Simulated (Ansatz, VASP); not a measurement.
# InSb: VASP beside Ansatz, part 2 of 2

Wanted: the spread between two codes on one cell, functional and k mesh. The structure shown is the end of the Ansatz relaxation below.

VASP 6.6.1 and Ansatz 0.2.0.

So far. Step 3 (VASP: single point, PBEsol, pair 1): The run ends at a pressure of -0.62 GPa.

### Step 4. Side by side

Known differences besides the potentials themselves: the data sets hold 56 valence electrons in Ansatz (on its PAW soft_1 files) and 36 in VASP; the cutoff is 600 eV in Ansatz and 500 eV in VASP; Ansatz makes its cores anew for this functional, VASP keeps those of its PBE data sets; Ansatz's pressure holds a Pulay correction, VASP's none. Total energies have different zeros and are not compared.

Both answers:

| quantity | Ansatz | VASP | difference |
| --- | --- | --- | --- |
| pressure (GPa) | -0.64 | -0.62 | -0.02 |
| gap on the k mesh (eV) | 0.199 | 0.199 | 0.000 |

A gap on the mesh is an upper bound, since the band edges may lie between its points.

### Step 5. Ansatz: relaxation, PBEsol

This run makes the geometry at which the two programs are then compared. The cell compared in this pair holds 141.86 Å³, against 140.75 Å³ for the pair before.

The structure compared here is the end of the Ansatz relaxation.

input.yaml reads:

```yaml
crystal:
  lattice:
    - [4.74989238, 0.0, 0.0]
    - [0.0, 4.74989238, 0.0]
    - [0.0, 0.0, 6.404320202]
  atoms:
    - { symbol: Sb, position: [0.5, 0.0, 0.75] }
    - { symbol: Sb, position: [0.0, 0.5, 0.25] }
    - { symbol: In, position: [0.0, 0.0, 0.0] }
    - { symbol: In, position: [0.5, 0.5, 0.5] }
kpoints:
  mp_grid: { grid: [6, 6, 4] }
scf:
  occupations: { method: fermi_dirac, width: 0.02 }
hamiltonian:
  xc: pbesol
  pseudopotentials: { kind: paw, azcp: { folder: soft_1 }, xc_functional: pbe }
basis:
  ecutwfc: 600
output:
  forces: true
  stress: true
relax:
  f_tol: 0.005
  max_steps: 70
  cell: { stress_tol: 0.02, p_target: 0, fix: [a, b, alpha, beta, gamma] }
```

Command:

```bash
$ ansatz run input.yaml --threads 8 --pin off --max-ram 18432MiB --backend cpu --events-out ev --progress --plain --runs-dir out
```

Numbers of over 12 decimals in the logs are rounded to 6 here.

The program printed:

```text
[...]
Crystal: 4 atoms, lattice volume = 144.491 Å³
Basis set: ecut = 600 eV, 4853 PW (Γ), exchange–correlation on 80×80×108 points (8 copies of the dense FFT grid, shifted against one another)
Bands: 34, of which v1, the nominal top of the filled ones, is band 28 counted from 1 (27 counted from 0)
Symmetry: 16 space group operations
[...]
0.000000       0.000000      -0.002023
  P = ⅓ Tr σ = -0.9714 GPa (-9.714 kbar)
--- Relaxed structure (3 steps of the walk, 3 accepted, 1 SCFs on fresh bases) ---
[...]
cell:  # Å, volume = 141.8562 Å³
    - [4.74989238, 0.0, 0]
    - [0.0, 4.74989238, 0]
    - [0, 0, 6.287539]
  atoms:
    - { symbol: Sb, position: [0.5, 0, 0.75] }
    - { symbol: Sb, position: [0, 0.5, 0.250000] }
    - { symbol: In, position: [0, 0, 0] }
    - { symbol: In, position: [0.5, 0.5, 0.500000] }
[key lines of the parts left out:]
SCF converged after 6 iterations
Free energy (F): -23867.530180 eV
Fermi energy:    6.883453 eV
```

### Step 6. VASP: single point, PBEsol, pair 2

The same cell, functional, mesh and smearing now go to VASP, with its own data sets.

INCAR reads:

```
SYSTEM = InSb
PREC = Accurate
ENCUT = 500
EDIFF = 1E-06
NELM = 120
ISMEAR = -1
SIGMA = 0.02
LREAL = .FALSE.
ALGO = Normal
GGA = PS
NBANDS = 24
LORBIT = 11
LWAVE = .FALSE.
LCHARG = .FALSE.
ISIF = 2
LASPH = .TRUE.
GGA_COMPAT = .FALSE.
EFERMI = MIDGAP
KPAR = 2
```

POSCAR reads:

```
InSb
1.0
    4.7498923800      0.0000000000      0.0000000000
    0.0000000000      4.7498923800      0.0000000000
    0.0000000000      0.0000000000      6.2875387596
Sb In
2 2
Direct
    0.5000000000      0.0000000000      0.7500000000
    0.0000000000      0.5000000000      0.2500000000
    0.0000000000      0.0000000000      0.0000000000
    0.5000000000      0.5000000000      0.5000000000
```

KPOINTS reads:

```
Automatic mesh
0
Gamma
6 6 4
0 0 0
```

PAW data sets: Sb and In_d (PBE family, release 64).

Command:

```bash
$ mpirun -np 2 vasp_std
```

The program printed:

```text
[banner, memory and clock lines left out]
running    2 mpi-ranks, on    1 nodes
[...]
[... a notice as in an earlier step ...]

 LDA part: xc-table for (Slater+PW92), standard interpolation
 POSCAR, INCAR and KPOINTS ok, starting setup
[...]
entering main loop
       N       E                     dE             d eps       ncg     rms          rms(c)
DAV:   1     0.274303130611E+03    0.27430E+03   -0.15189E+04  1440   0.145E+03
DAV:   2     0.684390182544E+01   -0.26746E+03   -0.26277E+03  1536   0.360E+02
DAV:   3    -0.148371962098E+02   -0.21681E+02   -0.21460E+02  1856   0.120E+02
DAV:   4    -0.155798142791E+02   -0.74262E+00   -0.74219E+00  1664   0.268E+01
[...]
DAV:  11    -0.153512508633E+02   -0.23933E-04   -0.27152E-05  1776   0.448E-02    0.123E-02
DAV:  12    -0.153512549143E+02   -0.40510E-05   -0.13526E-05  1408   0.295E-02    0.657E-03
DAV:  13    -0.153512542835E+02    0.63074E-06   -0.18708E-06  1360   0.109E-02
   1 F= -.15351254E+02 E0= -.15351252E+02  d E =-.522536E-05
```

OUTCAR, selected parts (step 6):

```text
  Total       -1.2781060     -1.2781060      0.0113882      0.0000000      0.0000000      0.0000000
  in kB      -14.4354136    -14.4354136      0.1286224      0.0000000      0.0000000      0.0000000
  external PRESSURE =      -9.5807349 kB  Pullay stress =       0.0000000 kB

 POSITION                                       TOTAL-FORCE (eV/Angst)
 -----------------------------------------------------------------------------------
      2.37495      0.00000      4.71565         0.000000     -0.000000      0.000000
      0.00000      2.37495      1.57188         0.000000     -0.000000      0.000000
      0.00000      0.00000      0.00000        -0.000000     -0.000000      0.000000
      2.37495      2.37495      3.14377        -0.000000      0.000000     -0.000000
 -----------------------------------------------------------------------------------
    total drift:                                0.000000      0.000000      0.000000

  FREE ENERGIE OF THE ION-ELECTRON SYSTEM (eV)
  ---------------------------------------------------
  free  energy   TOTEN  =       -15.3512542835 eV

  energy  without entropy=      -15.3512490582  energy(sigma->0) =      -15.35125167

[... 1 part as in an earlier step ...]

[... 2 further parts left out ...]
[key lines of the parts left out:]
E-fermi :   4.5783
```

The run ends at a pressure of -0.96 GPa.

### Step 7. Side by side

What differs besides the data sets and the points named for the pairs above, as far as they apply: the data sets hold 56 valence electrons in Ansatz (on its PAW soft_1 files) and 36 in VASP. Total energies have different zeros and are not compared.

Both answers:

| quantity | Ansatz | VASP | difference |
| --- | --- | --- | --- |
| pressure (GPa) | -0.97 | -0.96 | -0.01 |
| gap on the k mesh (eV) | 0.284 | 0.284 | 0.000 |

A gap on the mesh is an upper bound, since the band edges may lie between its points.

### Step 8. Outcome

```json
{
  "difference in gap on the k mesh (single point, PBEsol, pair 1)": "-3.0e-4 eV",
  "difference in gap on the k mesh (single point, PBEsol, pair 2)": "-4.5e-4 eV"
}
```

**Reading.** The difference in gap on the k mesh is -4.5e-4 eV (single point, PBEsol, pair 2), within the 0.08 eV picked in this series as the mark of a large difference. The data sets hold unlike numbers of valence electrons (56 in Ansatz and 36 in VASP), so part of the differences comes from the potentials. How closely two codes agree says nothing of how well the functional describes the real material.

[Lines on the potential files, build, host, timing and source positions are cut from VASP's logs without a mark.]

[Logs are printed without paths, hosts, clocks, repeated set-up lines and the standing remarks that a program may print on its own settings, such as how far it seeks lower states.]

[Hosts, paths, dates, database ids (printed as entryN), source tags and the programs' standing remarks are cut or masked in the printed files.]
